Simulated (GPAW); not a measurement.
HfC:

```
CELL_PARAMETERS angstrom
0.00000 2.32500 2.32500
2.32500 0.00000 2.32500
2.32500 2.32500 0.00000
ATOMIC_POSITIONS crystal
Hf 0.50000 0.50000 0.50000
C 0.00000 0.00000 0.00000
```

| Item | Value |
| --- | --- |
| Program | GPAW 26.7.0 |
| Task | relaxation of cell and atoms |
| Functional | PBEsol |
| Potentials or basis | PAW data sets generated in the run's folder for this functional |
| Cutoff | 800 eV |
| Basis | pw |
| k mesh | 10 × 10 × 10 |
| Occupations | fermi-dirac, width 0.05 eV |
| Spin | no spin polarisation |

At the start: pressure -5.3 GPa; volume 12.57 Å³/atom.

Question: How do energy, volume and symmetry change on relaxing?

Answer: Over 3 steps the energy falls by 4.3 meV/atom and the volume is 12.29 Å³/atom (-2.2 %); space group Fm-3m (No. 225, to 0.05 Å).

Step by step:
```
step  energy change (eV)  largest force (eV/Å)  pressure (GPa)  volume (Å³)
   1              0.0000                0.0000           -5.31        25.14
   2             -0.0057                0.0000           -3.20        24.91
   3             -0.0085                0.0000            0.07        24.59
```

Final structure:
```cif
data_structure
_symmetry_space_group_name_H-M 'P 1'
_symmetry_Int_Tables_number 1
_cell_length_a 3.2639
_cell_length_b 3.2639
_cell_length_c 3.2639
_cell_angle_alpha 60.000
_cell_angle_beta 60.000
_cell_angle_gamma 60.000
_cell_volume 24.59
loop_
_atom_site_label
_atom_site_type_symbol
_atom_site_fract_x
_atom_site_fract_y
_atom_site_fract_z
_atom_site_occupancy
Hf1 Hf 0.50000 0.50000 0.50000 1
C1 C 0.00000 0.00000 0.00000 1
```

Caveat: later steps reuse the first step's grids.
